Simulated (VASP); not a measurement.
## BAs: single point with B3LYP

Crystal: BAs.

```
As B
1.0
     0.00000    2.37247    2.37247
     2.37247    0.00000    2.37247
     2.37247    2.37247    0.00000
As B
1 1
Direct
  0.75000 0.75000 0.75000
  0.00000 0.00000 0.00000
```

```json
{
 "Program": "VASP 6.6.1",
 "Task": "single point",
 "Functional": "B3LYP",
 "Potentials or basis": "VASP PAW PBE potentials, release 64 (As, B)",
 "Cutoff": "520 eV",
 "k mesh": "5 × 5 × 5",
 "Occupations": "fermi-dirac, width 0.05 eV",
 "Spin": "no spin polarisation"
}
```

```
Pressure               : 7.6 GPa
Band gap on the k mesh : 2.50 eV, indirect (least direct gap 4.64 eV)
```

Levels at points of the mesh, in eV from the valence-band top:
```tsv
k point	band 1	band 2	band 3	band 4	band 5	band 6	band 7	band 8
(0.00, 0.00, 0.00)	-16.78	0.00	0.00	0.00	4.64	4.64	4.64	6.51
```

Run time: 2.3 min on 1 thread of AMD EPYC 9R45 96-Core Processor (Zen 5), on a shared host, peak memory 0.13 GiB.

Caveat: the k mesh is coarse (spacing up to 0.46 Å⁻¹), so the values aren't converged, least of all with exact exchange; the PAW data sets were made with another functional, which shifts forces and pressure a little; an odd mesh through Γ misses points on the zone boundary, where band edges often lie.
